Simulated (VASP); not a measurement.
# Dielectric function of BAs

Aim: the dielectric function of BAs for independent particles, and its static limit with local fields. The cell is of the zinc-blende type, one of the forms listed for this formula. The start is a cell from a database of measured crystal structures.

Calculated with VASP 6.6.1; PBE; plane waves and PAW (As, B), in the first sound run; inputs show where later runs differ.

This is a report of a sequence of runs, with most program output left out.

### Step 1. Starting point

It takes space group F-43m (No. 216, cubic). Conventional cell: a = 4.777 Å, b = 4.777 Å, c = 4.777 Å, α = 90.00°, β = 90.00°, γ = 90.00°. As has 4 B at 2.07 Å nearest. Nearest to B lie 4 As at 2.07 Å. Farther neighbours are not listed.

### Step 2. Ground state

The ground state comes first.

Contents of INCAR:

```
SYSTEM = BAs
PREC = Accurate
ENCUT = 420
EDIFF = 1E-07
NELM = 100
ISMEAR = 0
SIGMA = 0.05
LREAL = .FALSE.
ALGO = Normal
GGA = PE
NBANDS = 10
LORBIT = 11
LWAVE = .FALSE.
LCHARG = .FALSE.
KPAR = 4
```

Contents of POSCAR:

```
BAs
1.0
    0.0000000000      2.3885000000      2.3885000000
    2.3885000000      0.0000000000      2.3885000000
    2.3885000000      2.3885000000      0.0000000000
As B
1 1
Direct
    0.7500000000      0.7500000000      0.7500000000
    0.0000000000      0.0000000000      0.0000000000
```

Contents of KPOINTS:

```
Automatic mesh
0
Gamma
8 8 8
0 0 0
```

PAW data sets: As and B (PBE family, release 64).

Run with:

```bash
$ mpirun -np 4 vasp_std
```

It took 3.6 s on 4 MPI ranks of AMD EPYC 7R43, shared host; peak memory 0.43 GiB; 12 s of CPU time.

The gap is read on the k-mesh alone, so it is an upper bound where the band edges lie off the mesh.

Numbers from this step:

* free energy (TOTEN): -11.40 eV
* Fermi energy: 6.353 eV
* pressure: 3.480 GPa
* gap on the k-mesh: 1.185 eV
* least direct gap on the k-mesh: 3.270 eV

The cell has a gap of 1.18 eV on this mesh and a pressure of +3.5 GPa, which holds the misfit of the given cell and coordinates with this functional, and any error of cutoff, mesh and data sets. Spin-orbit coupling is left out, which can shift or reorder these edges.

### Step 3. Spectrum

LOPTICS sums the direct transitions; the mesh is finer and NBANDS larger than for the ground state.

Edit INCAR of step 2 so:

```diff
@@ -10,4 +10,3 @@
 GGA = PE
-NBANDS = 10
-LORBIT = 11
+NBANDS = 16
 LWAVE = .FALSE.
@@ -15 +14,4 @@
 KPAR = 4
+LOPTICS = .TRUE.
+NEDOS = 2000
+CSHIFT = 0.1
```

POSCAR is that of step 2.

Contents of KPOINTS:

```
Automatic mesh
0
Gamma
12 12 12
0 0 0
```

Run with:

```bash
$ mpirun -np 4 vasp_std
```

Wall time 8.8 s (4 MPI ranks); peak memory 0.53 GiB.

These are independent-particle spectra without excitons or local fields, and fine structure depends on the mesh and on CSHIFT.

This step gave:

```
Fermi energy                   : 6.345 eV
pressure                       : 3.481 GPa
gap on the k-mesh              : 1.179 eV
least direct gap on the k-mesh : 3.271 eV
```

The imaginary dielectric function, xx has structure finer than the step of the table below, so its rows give means over 1 eV, whole bins alone (the curve runs from 0 to 25.0 eV). Peaks (eV: height): 5.5: 41.3, 6.6: 26.2.

Absorption under the direct gap is the tail of the CSHIFT broadening, and fine structure depends on the mesh. The imaginary dielectric function, xx by photon energy; means over each step:

photon energy (eV), imaginary dielectric function, xx and a bar:
```
        1        0.1 
        2        0.2 
        3        1.2 ##
        4        9.4 #############
        5       20.1 #############################
        6       20.9 ##############################
        7       13.0 ###################
        8        5.0 #######
        9        4.4 ######
       10        2.3 ###
       11        1.7 ##
       12        1.6 ##
       13        1.1 #
       14        0.9 #
       15        0.7 #
       16        0.6 #
       17        0.5 #
       18        0.4 
       19        0.4 
       20        0.3 
       21        0.2 
       22        0.1 
       23        0.1 
       24        0.1
```

Table of real dielectric function, xx by photon energy:

```
photon energy (eV)  real dielectric function, xx
               0.0                          10.1
               0.5                          10.2
               1.0                          10.4
               1.5                          10.9
               2.0                          11.6
               2.5                          12.8
               3.0                          15.1
               3.5                          19.1
               4.0                          17.9
               4.5                          16.6
               5.0                          15.7
               5.5                          9.29
               6.0                         -2.22
               6.5                         -2.01
               7.0                         -10.5
               7.5                         -8.35
               8.0                         -5.95
               8.5                         -3.62
               9.0                         -4.94
               9.5                         -4.02
              10.0                         -3.87
              10.5                         -2.80
              11.0                         -1.92
              11.5                         -2.15
              12.0                         -2.03
              12.5                         -1.99
              13.0                         -1.37
              13.5                         -1.29
              14.0                         -1.47
              14.5                         -1.12
              15.0                        -0.997
              15.5                        -0.980
              16.0                        -0.675
              16.5                        -0.625
              17.0                        -0.507
              17.5                        -0.495
              18.0                        -0.387
              18.5                        -0.327
              19.0                        -0.195
              19.5                        -0.274
              20.0                        -0.186
              20.5                        -0.107
              21.0                       -0.0511
              21.5                       -0.0455
              22.0                        0.0195
              22.5                         0.136
              23.0                         0.105
              23.5                         0.174
              24.0                         0.263
              24.5                         0.253
```

### Step 4. Static response with local fields

Perturbation theory (LEPSILON) gives the dielectric tensor with local fields, and the Born charges.

Contents of INCAR:

```
SYSTEM = BAs
PREC = Accurate
ENCUT = 420
EDIFF = 1E-08
NELM = 100
ISMEAR = 0
SIGMA = 0.01
LREAL = .FALSE.
ALGO = Normal
GGA = PE
NBANDS = 10
LWAVE = .FALSE.
LCHARG = .FALSE.
KPAR = 4
LEPSILON = .TRUE.
```

POSCAR is that of step 3.

KPOINTS is that of step 3.

Run with:

```bash
$ mpirun -np 4 vasp_std
```

The job ended after 81 s (4 MPI ranks; peak memory 0.97 GiB; 5.3 min of CPU time).

Energies printed during the response cycles are not total energies of the cell.

This step gave:

```
Fermi energy : 6.232 eV
```

Electronic dielectric tensor with local fields:

```
9.77 0.00 0.00
0.00 9.77 0.00
0.00 0.00 9.77
```

Born effective charge (e), principal values of the symmetric part by kind of site:

```
atom  atoms with these values      low   middle     high     mean
 As1                        1   0.5312   0.5312   0.5312   0.5312
  B2                        1  -0.5312  -0.5312  -0.5312  -0.5312
```

In full for As1:

```
0.5312 0.0000 0.0000
0.0000 0.5312 0.0000
0.0000 0.0000 0.5312
```

Piezoelectric tensor with clamped ions (C/m²), by row:

```
field  xx  yy  zz        xy        yz        zx
    x   0   0   0         0  -0.09468         0
    y   0   0   0         0         0  -0.09468
    z   0   0   0  -0.09468         0         0
```

The mean electronic (clamped-ion) dielectric constant is 9.77.

### Step 5. Spectrum at r2SCAN

This step: r2SCAN; plane waves and PAW (As, B) (VASP 6.6.1).

The spectrum is made again with r2SCAN.

Contents of INCAR:

```
SYSTEM = BAs
PREC = Accurate
ENCUT = 420
EDIFF = 1E-07
NELM = 100
ISMEAR = 0
SIGMA = 0.05
LREAL = .FALSE.
ALGO = Normal
METAGGA = R2SCAN
LASPH = .TRUE.
NBANDS = 16
LWAVE = .FALSE.
LCHARG = .FALSE.
KPAR = 4
LOPTICS = .TRUE.
NEDOS = 2000
CSHIFT = 0.1
```

POSCAR is that of step 4.

KPOINTS is that of step 4.

Run with:

```bash
$ mpirun -np 4 vasp_std
```

Wall time 39 s (4 MPI ranks); peak memory 0.56 GiB.

The PAW data sets were made with PBE, which is usual practice but a small mismatch for other functionals.

Numbers from this step:

* free energy (TOTEN): -22.25 eV
* Fermi energy: 6.223 eV
* pressure: 0.8758 GPa
* gap on the k-mesh: 1.380 eV
* least direct gap on the k-mesh: 3.445 eV

The imaginary dielectric function, xx has structure finer than the step of the table below, so its rows give means over 1 eV, whole bins alone (the curve runs from 0 to 25.0 eV). Peaks (eV: height): 6.0: 39.6, 7.0: 26.4.

Absorption under the direct gap is the tail of the CSHIFT broadening, and fine structure depends on the mesh. The imaginary dielectric function, xx by photon energy; means over each step:

```
photon energy (eV)  imaginary dielectric function, xx
                 1                             0.0543
                 2                              0.144
                 3                              0.622
                 4                               5.78
                 5                               13.0
                 6                               22.8
                 7                               16.8
                 8                               6.79
                 9                               4.32
                10                               3.46
                11                               1.67
                12                               1.69
                13                               1.36
                14                              0.987
                15                              0.817
                16                              0.686
                17                              0.507
                18                              0.448
                19                              0.386
                20                              0.355
                21                              0.262
                22                              0.212
                23                              0.123
                24                              0.129
```

The real dielectric function, xx by photon energy:

```
photon energy (eV)  real dielectric function, xx
                 0                          9.26
                 1                          9.52
                 2                          10.4
                 3                          12.8
                 4                          16.4
                 5                          14.4
                 6                         -1.70
                 7                         -4.01
                 8                         -8.53
                 9                         -3.44
                10                         -3.84
                11                         -2.92
                12                         -1.44
                13                         -1.82
                14                         -1.21
                15                         -1.27
                16                        -0.847
                17                        -0.601
                18                        -0.482
                19                        -0.320
                20                        -0.194
                21                        -0.129
                22                        0.0194
                23                        0.0427
                24                         0.148
```

### Step 6. Summary of results

| Property | Result |
| --- | --- |
| PBE, independent particles | eps xx at zero frequency 10.1, centre of weight of eps2 xx, over the range kept, at 6.88 eV, mesh 12×12×12 |
| r2SCAN, independent particles | eps xx at zero frequency 9.26, centre of weight of eps2 xx, over the range kept, at 7.35 eV, mesh 12×12×12 |
| PBE, with local fields | eps 9.77, 9.77, 9.77 |

In words: Local fields, and the bands above those summed, take the mean static value from 10.1 to 9.77. Excitons and quasiparticle shifts are absent, so the onset can't be set against measurement and its shape can differ. Spin-orbit coupling is left out; with As in the cell it can split or shift band edges, by an amount that depends on which atoms form them and isn't tested here. The given cell is kept, although it stands at +3.5 GPa at PBE and ENCUT = 420 eV, which holds the mismatch of the given cell with this functional and any basis-set error.

[Lines on the potential files, build, host, timing and source positions are cut from VASP's logs without a mark.]

[Logs are printed without paths, hosts, clocks, repeated set-up lines and the standing remarks that a program may print on its own settings, such as how far it seeks lower states.]

[Hosts, paths, dates, database ids (printed as entryN), source tags and the programs' standing remarks are cut or masked in the printed files.]
